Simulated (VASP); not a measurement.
Input of a VASP 6.6.1 run:

File POSCAR:

```
MgS
1.0
    0.0000000000      2.6016500000      2.6016500000
    2.6016500000      0.0000000000      2.6016500000
    2.6016500000      2.6016500000      0.0000000000
S Mg
1 1
Direct
    0.5000000000      0.5000000000      0.5000000000
    0.0000000000      0.0000000000      0.0000000000
```

File INCAR.step1:

```
ALGO = Normal
EDIFF = 1E-5
ENCUT = 520
GGA = PE
ISIF = 2
ISMEAR = -1
LASPH = T
LREAL = F
LWAVE = T
NELM = 80
PREC = Accurate
SIGMA = 0.05
```

Contents of INCAR.step2:

```
AEXX = 0.4
ALGO = Normal
EDIFF = 1E-7
ENCUT = 520
GGA = PE
HFRCUT = -1
ISIF = 2
ISMEAR = -1
ISTART = 1
LASPH = T
LCHARG = F
LHFCALC = T
LREAL = F
LWAVE = F
NELM = 80
PREC = Accurate
PRECFOCK = Fast
SIGMA = 0.05
```

File KPOINTS:

```
k-points
0
Gamma
  5 5 5
```

Potentials or basis: VASP PAW PBE potentials, release 64 (S, Mg).

Launch:

```bash
$ cat potpaw_PBE.64/S/POTCAR potpaw_PBE.64/Mg/POTCAR > POTCAR
$ cp INCAR.step1 INCAR
$ mpirun -np 1 vasp_std > vasp.out
$ cp INCAR.step2 INCAR
$ mpirun -np 1 vasp_std > vasp.out
```

(1) Estimate the band gap on the k mesh.

(2) Estimate the pressure.

Results:

(1) 6.00 eV, indirect (least direct gap 6.63 eV).

(2) -1.6 GPa.

Caveat: the PAW data sets were made with another functional, which shifts forces and pressure a little; an odd mesh through Γ misses points on the zone boundary, where band edges often lie.
